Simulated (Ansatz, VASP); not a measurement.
**Two plane-wave programs on Ge**

```
CELL_PARAMETERS angstrom
0.00000 2.12556 2.12556
2.12556 0.00000 2.12556
2.12556 2.12556 0.00000
ATOMIC_POSITIONS crystal
Ge 0.00000 0.00000 0.00000
```

Alike in both runs: task single point; functional BLYP; k mesh 14 × 14 × 14; occupations fermi-dirac, width 0.1 eV; no spin polarisation.

|  | VASP | Ansatz |
| --- | --- | --- |
| version | VASP 6.6.1 | Ansatz 0.2.0 |
| potentials or method | VASP PAW PBE potentials, release 64 (Ge_d) | plane waves (420 eV) with PAW, scalar-relativistic |
| plane-wave cutoff (eV) | 520 | 420 |
| valence electrons in the cell | 14 | 14 |

```csv
,VASP,Ansatz,Ansatz less VASP
pressure (GPa),8.0,8.1,+0.06
```

With one functional, cell and mesh, what is left measures potentials, basis and numerics.

Caveats: the PAW data sets were made with another functional, which shifts forces and pressure a little (VASP).
